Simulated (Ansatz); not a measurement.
# ZrO2 (Fm-3m): energy and pressure against volume

The task here is to estimate one member of a computed series from the others.

The COD entry's cell or inner coordinates are ideal or old and differ from later refinements, so a difference from it is no clean test against experiment.

Program: Ansatz 0.2.0. Level of theory: DFT PBE, scalar-relativistic, plane waves, PAW. These are calculated values, not measurements.

## The starting structure

It takes space group Fm-3m (No. 225, cubic). The conventional cell has a = 5.116 Å, b = 5.116 Å, c = 5.116 Å, α = 90.00°, β = 90.00°, γ = 90.00°. Around Zr (site symmetry m-3m) lie 8 O at 2.22 Å. O (site symmetry -43m) is surrounded by 4 Zr at 2.22 Å.

Structure file:

```
CELL_PARAMETERS angstrom
0.00000 2.55787 2.55787
2.55787 0.00000 2.55787
2.55787 2.55787 0.00000
ATOMIC_POSITIONS crystal
Zr 0.00000 0.00000 0.00000
O 0.25000 0.25000 0.25000
O 0.75000 0.75000 0.75000
```

This cell comes from an earlier session at PBE: 11.157 Å³/atom at 0.02 GPa, on a 8×8×8 mesh.

Set-up of the first run:

Contents of input.yaml:

```yaml
crystal:
  lattice:
    - [0.0, 2.523296006, 2.523296006]
    - [2.523296006, 0.0, 2.523296006]
    - [2.523296006, 2.523296006, 0.0]
  atoms:
    - { symbol: Zr, position: [0.0, 0.0, 0.0] }
    - { symbol: O, position: [0.25, 0.25, 0.25] }
    - { symbol: O, position: [0.75, 0.75, 0.75] }
basis:
  ecutwfc: 420
  ecutrho_ratio: 4
kpoints:
  mp_grid: { grid: [8, 8, 8] }
hamiltonian:
  xc: pbe
scf:
  occupations: { method: gaussian, width: 0.05 }
output:
  forces: true
  stress: true
  eigenvalues: true
```

The run is started by

```
$ ansatz run input.yaml --threads 1 --pin off --max-ram 2560MiB --backend cpu --events-out ev --progress --plain --runs-dir out
```

Steps of the session up to this table: Volume × 0.96; Volume × 1.04; Volume × 0.92; Volume × 0.88; Volume × 0.84; Volume × 0.8.

One of the session's tables, all rows but one given; the rest of the session is left out.

| volume (Å³/atom) | energy above the lowest (meV/atom) | pressure (GPa) | gap on the mesh (eV) |
| --- | --- | --- | --- |
| 8.925 | 483.3 | 84.0 | 3.89 |
| 9.372 | 284.8 | 59.4 | 3.77 |
| 9.818 | 148.1 | 39.5 | 3.66 |
| 10.264 | ? | ? | ? |
| 10.711 | 14.2 | 10.5 | 3.43 |
| 11.157 | 0.0 | 0.0 | 3.32 |
| 11.603 | 12.3 | -8.5 | 3.21 |

Estimate the missing values for volume (Å³/atom) = 10.264.

Worked estimate for «energy above the lowest (meV/atom)». A straight line through the neighbours (9.818, 148.1) and (10.711, 14.2) gives 148.1 + (14.2 − 148.1) × (10.264 − 9.818) / (10.711 − 9.818) = 81.2; a parabola fitted to 4 rows on both sides gives 60.8.

**Answer.** energy above the lowest (meV/atom): 61.0; pressure (GPa): 23.5; gap on the mesh (eV): 3.55. In «energy above the lowest (meV/atom)» the line misses by +20.2 and the parabola by -0.2.

To keep in mind: Other structures may be lower in enthalpy at these pressures.
